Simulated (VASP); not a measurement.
# KTaO3 (Pm-3m) in VASP: a series of runs, part 3 of 3

VASP 6.6.1.

## 5. Dielectric tensor, PBEsol

This run uses another cell than the first one, of 12.70 Å³/atom, 1.023 times its volume.

File INCAR:

```
SYSTEM = KTaO3
PREC     = Accurate       ! precision mode
ENCUT    = 600            ! plane-wave cutoff, eV
EDIFF    = 1E-8           ! SCF threshold, eV
ISMEAR   = 0              ! smearing method
SIGMA    = 0.03           ! smearing width, eV
LREAL    = .False.        ! projectors in reciprocal space
LASPH    = .True.         ! aspherical terms in the spheres
NELM     = 80             ! most SCF steps
ALGO     = Normal         ! electronic algorithm
ISIF     = 2              ! what is computed and relaxed
LWAVE    = .False.        ! write WAVECAR
LCHARG   = .False.        ! write CHGCAR
GGA      = PS             ! functional
LEPSILON = .True.         ! dielectric tensor by DFPT
KPAR     = 2
```

File KPOINTS:

```
regular mesh
0
Monkhorst
  10 10 10
  0 0 0
```

File POSCAR:

```
KTaO3                                   
1.0
    3.9890690789      0.0000000000      0.0000000000
    0.0000000000      3.9890690789      0.0000000000
    0.0000000000      0.0000000000      3.9890690789
  K               Ta              O             
     1     1     3
Direct
     0.5000000000000000    0.5000000000000000    0.5000000000000000
     0.0000000000000000    0.0000000000000000    0.0000000000000000
     0.5000000000000000    0.0000000000000000    0.0000000000000000
     0.0000000000000000    0.5000000000000000    0.0000000000000000
     0.0000000000000000    0.0000000000000000    0.5000000000000000
```

Potentials or basis: VASP PAW PBE potentials, release 64 (K_sv, Ta_pv, O).

Started as:

```sh
cat potpaw_PBE.64/K_sv/POTCAR potpaw_PBE.64/Ta_pv/POTCAR potpaw_PBE.64/O/POTCAR > POTCAR
mpirun -np 2 vasp_std > vasp.out
```

OUTCAR:

```text
SYSTEM = KTaO3
   PREC = Accurate
   ENCUT = 600
   EDIFF = 1E-8
   ISMEAR = 0
   LREAL = .False.
   LASPH = .True.
   NELM = 80
   ISIF = 2
   GGA = PS
   LEPSILON = .True.

 ion  position               nearest neighbor table
   1  0.500  0.500  0.500-   3 2.82   4 2.82   5 2.82   3 2.82   4 2.82   3 2.82   5 2.82   3 2.82
                             4 2.82   5 2.82   4 2.82   5 2.82   2 3.45   2 3.45   2 3.45   2 3.45
   2  0.000  0.000  0.000-   3 1.99   4 1.99   5 1.99   5 1.99   4 1.99   3 1.99   1 3.45   1 3.45
                             1 3.45   1 3.45   1 3.45   1 3.45   1 3.45   1 3.45
   3  0.500  0.000  0.000-   2 1.99   2 1.99   1 2.82   1 2.82   1 2.82   1 2.82
   4  0.000  0.500  0.000-   2 1.99   2 1.99   1 2.82   1 2.82   1 2.82   1 2.82
   5  0.000  0.000  0.500-   2 1.99   2 1.99   1 2.82   1 2.82   1 2.82   1 2.82

  LATTYP: Found a simple cubic cell.
 ALAT       =     3.9890690789

  Lattice vectors:

 A1 = (   3.9890690789,   0.0000000000,   0.0000000000)
 A2 = (   0.0000000000,   3.9890690789,   0.0000000000)
 A3 = (   0.0000000000,   0.0000000000,   3.9890690789)

Analysis of symmetry for initial positions (statically):
=====================================================================
 Subroutine PRICEL returns:
 Original cell was already a primitive cell.

 Routine SETGRP: Setting up the symmetry group for a
 simple cubic supercell.

 Subroutine GETGRP returns: Found 48 space group operations
 (whereof 48 operations were pure point group operations)
 out of a pool of 48 trial point group operations.

The static configuration has the point symmetry O_h .

Analysis of symmetry for dynamics (positions and initial velocities):
=====================================================================
 Subroutine PRICEL returns:
 Original cell was already a primitive cell.

 Routine SETGRP: Setting up the symmetry group for a
 simple cubic supercell.

 Subroutine GETGRP returns: Found 48 space group operations
 (whereof 48 operations were pure point group operations)
 out of a pool of 48 trial point group operations.

The dynamic configuration has the point symmetry O_h .

 Subroutine INISYM returns: Found 48 space group operations
 (whereof 48 operations are pure point group operations),
 and found     1 'primitive' translations

----------------------------------------------------------------------------------------

                                     Primitive cell

  volume of cell :      63.4767

  direct lattice vectors                    reciprocal lattice vectors
     3.989069079  0.000000000  0.000000000     0.250685055  0.000000000  0.000000000
     0.000000000  3.989069079  0.000000000     0.000000000  0.250685055  0.000000000
     0.000000000  0.000000000  3.989069079     0.000000000  0.000000000  0.250685055

  length of vectors
[... 768 lines left out ...]
  Total        0.0043694      0.0043694      0.0043694      0.0000000     -0.0000000     -0.0000000
  in kB        0.1102856      0.1102856      0.1102856      0.0000000     -0.0000000     -0.0000000
  external PRESSURE =       0.1102856 kB  Pullay stress =       0.0000000 kB

 VOLUME and BASIS-vectors are now :
 -----------------------------------------------------------------------------
  energy-cutoff  :      600.00
  volume of cell :       63.48
      direct lattice vectors                 reciprocal lattice vectors
     3.989069079  0.000000000  0.000000000     0.250685055  0.000000000  0.000000000
     0.000000000  3.989069079  0.000000000     0.000000000  0.250685055  0.000000000
     0.000000000  0.000000000  3.989069079     0.000000000  0.000000000  0.250685055

 POSITION                                       TOTAL-FORCE (eV/Angst)
 -----------------------------------------------------------------------------------
      1.99453      1.99453      1.99453         0.000000      0.000000      0.000000
      0.00000      0.00000      0.00000         0.000000      0.000000      0.000000
      1.99453      0.00000      0.00000         0.000000      0.000000      0.000000
      0.00000      1.99453      0.00000         0.000000      0.000000      0.000000
      0.00000      0.00000      1.99453         0.000000      0.000000      0.000000
 -----------------------------------------------------------------------------------
    total drift:                                0.000000      0.000000     -0.000000

  FREE ENERGIE OF THE ION-ELECTRON SYSTEM (eV)
  ---------------------------------------------------
  free  energy   TOTEN  =       -42.9285881807 eV

  energy  without entropy=      -42.9285881807  energy(sigma->0) =      -42.92858818

 HEAD OF MICROSCOPIC STATIC DIELECTRIC TENSOR (INDEPENDENT PARTICLE, excluding Hartree and local field effects)
 ------------------------------------------------------
           5.668597    -0.000000    -0.000000
           0.000000     5.668597    -0.000000
           0.000000    -0.000000     5.668597
 ------------------------------------------------------

 Free energy of the ion-electron system (eV)
  ---------------------------------------------------
  ---------------------------------------------------
  free energy    TOTEN  =        -0.83605327 eV

  energy without entropy =       -0.83605327

------------------------ aborting loop because EDIFF is reached ----------------------------------------

--------------------------------------- Ionic step        2  -------------------------------------------

------------------------ aborting loop because EDIFF is reached ----------------------------------------

--------------------------------------- Ionic step        3  -------------------------------------------

 Free energy of the ion-electron system (eV)
  ---------------------------------------------------
  ---------------------------------------------------
  free energy    TOTEN  =        -0.83605322 eV

  energy without entropy =       -0.83605322

------------------------ aborting loop because EDIFF is reached ----------------------------------------

 PIEZOELECTRIC TENSOR FIELD DIRECTION 3  (e Angst)
 -----------------------------------------------------------------------------
     0.00524  0.00000  0.00000           ( -0.00004  0.00000  0.00000)
     0.00000  0.00524 -0.00000           (  0.00000 -0.00004  0.00000)
    -0.00000  0.00000 -0.01035           (  0.00000  0.00000  0.00000)

 PIEZOELECTRIC TENSOR FIELD DIRECTION 3  (C/m^2)
 -----------------------------------------------------------------------------
     0.00132  0.00000  0.00000
     0.00000  0.00132 -0.00000
    -0.00000  0.00000 -0.00261

 MACROSCOPIC STATIC DIELECTRIC TENSOR (including local field effects in DFT)
 ------------------------------------------------------
           5.522317    -0.000000     0.000000
           0.000000     5.522317     0.000000
          -0.000000     0.000000     5.522317
 ------------------------------------------------------

 PIEZOELECTRIC TENSOR (including local field effects)  for field in x, y, z        (e  Angst)
          XX          YY          ZZ          XY          YZ          ZX
  --------------------------------------------------------------------------------
  x     0.00000     0.00000     0.00000     0.00000     0.00000     0.00000
  y     0.00000     0.00000     0.00000     0.00000     0.00000     0.00000
  z     0.00000     0.00000     0.00000     0.00000     0.00000     0.00000

 PIEZOELECTRIC TENSOR (including local field effects)  for field in x, y, z        (C/m^2)
          XX          YY          ZZ          XY          YZ          ZX
  --------------------------------------------------------------------------------
  x     0.00000     0.00000     0.00000     0.00000     0.00000     0.00000
  y     0.00000     0.00000     0.00000     0.00000     0.00000     0.00000
  z     0.00000     0.00000     0.00000     0.00000     0.00000     0.00000

 BORN EFFECTIVE CHARGES (including local field effects) (in |e|, cummulative output)
 ---------------------------------------------------------------------------------
 ion    1
    1     1.14999     0.00000     0.00000
    2     0.00000     1.14999     0.00000
    3     0.00000     0.00000     1.14999
 ion    2
    1     8.78194    -0.00000    -0.00000
    2    -0.00000     8.78194    -0.00000
    3     0.00000     0.00000     8.78194
 ion    3
    1    -6.58575     0.00000     0.00000
    2     0.00000    -1.67309    -0.00000
    3     0.00000    -0.00000    -1.67309
 ion    4
    1    -1.67309     0.00000    -0.00000
    2    -0.00000    -6.58575    -0.00000
    3    -0.00000    -0.00000    -1.67309
 ion    5
    1    -1.67309     0.00000    -0.00000
    2     0.00000    -1.67309     0.00000
    3     0.00000     0.00000    -6.58575
```

Run time: 5.7 min. Hardware: 2 MPI ranks of Intel Xeon 6975P-C (Granite Rapids), shared host; peak memory 0.44 GiB.

What came out:

```yaml
Electronic_dielectric_tensor_diagonal: 5.52
Born_charges_mean_of_the_diagonal: K +1.15; Ta +8.78; O -3.31 e
```

Electronic dielectric tensor:
```
5.52 0.00 0.00
0.00 5.52 0.00
0.00 0.00 5.52
```

Born effective charge tensors (e):
atom 1, K
```
1.15 0.00 0.00
0.00 1.15 0.00
0.00 0.00 1.15
```
atom 2, Ta
```
8.78 0.00 0.00
0.00 8.78 0.00
0.00 0.00 8.78
```
atom 3, O
```
-6.59  0.00  0.00
 0.00 -1.67  0.00
 0.00  0.00 -1.67
```
atom 4, O
```
-1.67  0.00  0.00
 0.00 -6.59  0.00
 0.00  0.00 -1.67
```
atom 5, O
```
-1.67  0.00  0.00
 0.00 -1.67  0.00
 0.00  0.00 -6.59
```

Caveat: the PAW data sets were made with another functional, which shifts forces and pressure a little. The run has no spin-orbit coupling, so splittings on Ta are missing.

## 6. Phonons, LDA

File POSCAR:

```
KTaO3
1.0
    3.9589256252      0.0000000000      0.0000000000
    0.0000000000      3.9589256252      0.0000000000
    0.0000000000      0.0000000000      3.9589256252
  K               Ta              O
     1     1     3
Direct
     0.5000000000000000    0.5000000000000000    0.5000000000000000
     0.0000000000000000    0.0000000000000000    0.0000000000000000
     0.5000000000000000    0.0000000000000000    0.0000000000000000
     0.0000000000000000    0.5000000000000000    0.0000000000000000
     0.0000000000000000    0.0000000000000000    0.5000000000000000
```

File INCAR.step1:

```
ALGO = Fast ; EDIFF = 1E-8
EDIFFG = -0.002 ; ENCUT = 600
IBRION = 2 ; ISIF = 3
ISMEAR = 0 ; KPAR = 2
LASPH = T ; LCHARG = F
LREAL = F ; LWAVE = F
NELM = 80 ; NSW = 40
PREC = Accurate ; SIGMA = 0.03
```

File INCAR.step2:

```
ALGO = Fast ; EDIFF = 1E-8
ENCUT = 600 ; IBRION = 6
ISIF = 2 ; ISMEAR = 0
KPAR = 2 ; LASPH = T
LCHARG = F ; LREAL = F
LWAVE = F ; NELM = 80
NFREE = 2 ; NSW = 1
POTIM = 0.015 ; PREC = Accurate
SIGMA = 0.03
```

File KPOINTS:

```
k-points
0
Gamma
  8 8 8
```

Potentials or basis: VASP PAW LDA potentials, release 64 (K_sv, Ta_pv, O).

Started as:

```sh
cat potpaw_LDA.64/K_sv/POTCAR potpaw_LDA.64/Ta_pv/POTCAR potpaw_LDA.64/O/POTCAR > POTCAR
cp INCAR.step1 INCAR
mpirun -np 2 vasp_std > vasp.out
cp CONTCAR POSCAR
cp INCAR.step2 INCAR
mpirun -np 2 vasp_std > vasp.out
```

OUTCAR:

```text
EDIFF = 1E-8
   ENCUT = 600
   IBRION = 6
   ISIF = 2
   ISMEAR = 0
   LASPH = T
   LREAL = F
   NELM = 80
   NFREE = 2
   NSW = 1
   POTIM = 0.015
   PREC = Accurate

 ion  position               nearest neighbor table
   1  0.500  0.500  0.500-   3 2.80   4 2.80   5 2.80   3 2.80   4 2.80   3 2.80   5 2.80   3 2.80
                             4 2.80   5 2.80   4 2.80   5 2.80   2 3.43   2 3.43   2 3.43   2 3.43
   2  0.000  0.000  0.000-   3 1.98   4 1.98   5 1.98   5 1.98   4 1.98   3 1.98   1 3.43   1 3.43
                             1 3.43   1 3.43   1 3.43   1 3.43   1 3.43   1 3.43
   3  0.500  0.000  0.000-   2 1.98   2 1.98   1 2.80   1 2.80   1 2.80   1 2.80
   4  0.000  0.500  0.000-   2 1.98   2 1.98   1 2.80   1 2.80   1 2.80   1 2.80
[... 1201 lines left out ...]
  z     0.00000     0.00000     0.00000     0.00000     0.00000     0.00000

 Eigenvectors and eigenvalues of the dynamical matrix
 ----------------------------------------------------

   1 f  =   16.881066 THz   106.066863 2PiTHz  563.091736 cm-1    69.814446 meV
             X         Y         Z           dx          dy          dz
      1.979463  1.979463  1.979463    -0.012599   -0.000672   -0.000000
      0.000000  0.000000  0.000000    -0.043257   -0.002306   -0.000000
      1.979463  0.000000  0.000000     0.866059   -0.018660    0.000000
      0.000000  1.979463  0.000000    -0.350056    0.046165    0.000000
      0.000000  0.000000  1.979463    -0.350056   -0.018660    0.000000
[... 105 lines left out ...]
  15 f/i=    0.319881 THz     2.009869 2PiTHz   10.670068 cm-1     1.322919 meV
             X         Y         Z           dx          dy          dz
      1.979463  1.979463  1.979463    -0.285309    0.087710   -0.215088
      0.000000  0.000000  0.000000    -0.665878    0.204705   -0.501991
      1.979463  0.000000  0.000000    -0.164583    0.048363   -0.118599
      0.000000  1.979463  0.000000    -0.157318    0.050596   -0.118599
      0.000000  0.000000  1.979463    -0.157318    0.048363   -0.124076

 ELASTIC MODULI CONTR FROM IONIC RELAXATION (kBar)
 Direction    XX          YY          ZZ          XY          YZ          ZX
 --------------------------------------------------------------------------------
 XX           0.0000      0.0000      0.0000      0.0000      0.0000      0.0000
 YY           0.0000      0.0000      0.0000      0.0000      0.0000      0.0000
 ZZ           0.0000      0.0000      0.0000      0.0000      0.0000      0.0000
 XY           0.0000      0.0000      0.0000      0.0000      0.0000      0.0000
 YZ           0.0000      0.0000      0.0000      0.0000      0.0000      0.0000
 ZX           0.0000      0.0000      0.0000      0.0000      0.0000      0.0000
 --------------------------------------------------------------------------------
```

OSZICAR.step1:

```text
N       E                     dE             d eps       ncg     rms          rms(c)
DAV:   1     0.370707827465E+03    0.37071E+03   -0.22937E+04  1610   0.186E+03
DAV:   2    -0.307957235687E+02   -0.40150E+03   -0.39261E+03  1948   0.497E+02
DAV:   3    -0.524552850241E+02   -0.21660E+02   -0.21604E+02  2158   0.111E+02
[... 25 lines left out ...]
RMM:  29    -0.450675146780E+02   -0.63084E-07   -0.48426E-07  1212   0.216E-03    0.105E-03
RMM:  30    -0.450675147201E+02   -0.42152E-07   -0.32378E-07  1045   0.179E-03    0.106E-03
RMM:  31    -0.450675147477E+02   -0.27604E-07   -0.22247E-07  1179   0.158E-03    0.835E-04
RMM:  32    -0.450675147670E+02   -0.19254E-07   -0.15880E-07  1164   0.137E-03    0.589E-04
RMM:  33    -0.450675147788E+02   -0.11821E-07   -0.97404E-08  1132   0.122E-03    0.290E-04
RMM:  34    -0.450675147884E+02   -0.95729E-08   -0.80242E-08   971   0.105E-03
   1 F= -.45067515E+02 E0= -.45067515E+02  d E =-.450675E+02
```

It took 7.4 min on 2 MPI ranks of Intel Xeon 6975P-C (Granite Rapids), shared host; peak memory 0.43 GiB.

Results:

```
Highest phonon frequency at Γ, LO-TO splitting left out : 563 cm⁻¹
```

Phonon frequencies in cm⁻¹ (negative: imaginary):
| q point | frequencies |
| --- | --- |
| (0.000, 0.000, 0.000) | -11 -11 -11 135 135 135 186 186 186 259 259 259 563 563 563 |

Caveat: some modes are imaginary. The run has no spin-orbit coupling, so splittings on Ta are missing.
